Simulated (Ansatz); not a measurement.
(100) slab cut from the bulk of AlAs, F-43m (No. 216); the slab's formula is Al4As5:

```yaml
crystal:
  lattice:
    - [4.05003, 0.00000, 0.00000]
    - [0.00000, 4.05003, 0.00000]
    - [0.00000, 0.00000, 26.45523]
  atoms:
    - { symbol: As, position: [0.00000, 0.50000, 0.28350] }
    - { symbol: Al, position: [0.50000, 0.50000, 0.33762] }
    - { symbol: As, position: [0.50000, 0.00000, 0.39175] }
    - { symbol: Al, position: [0.00000, 0.00000, 0.44587] }
    - { symbol: As, position: [0.00000, 0.50000, 0.50000] }
    - { symbol: Al, position: [0.50000, 0.50000, 0.55413] }
    - { symbol: As, position: [0.50000, 0.00000, 0.60825] }
    - { symbol: Al, position: [0.00000, 0.00000, 0.66238] }
    - { symbol: As, position: [0.00000, 0.50000, 0.71650] }
```

Method: Ansatz, DFT PBE, scalar-relativistic, plane waves, PAW. Settings: cutoff 420 eV, Γ-centred mesh 7×7×1 on the computed 9-atom cell, Gaussian smearing of 0.05 eV; no spin polarisation. The cell repeats along c with a dipole correction in the vacuum.

Task: What forces act on the atoms?

Result:
```
atom Fx (eV/Å) Fy (eV/Å) Fz (eV/Å)
 As1      0.000      0.000      0.096
 Al2      0.000      0.000     -0.221
 As3      0.000      0.000      0.199
 Al4      0.000      0.000     -0.132
 As5      0.000      0.000      0.000
 Al6      0.000      0.000      0.132
 As7      0.000      0.000     -0.199
 Al8      0.000      0.000      0.221
 As9      0.000      0.000     -0.096
```

Cost: 1 run of about 0.64 core-minutes, on Arm Neoverse V1 (shared hosts).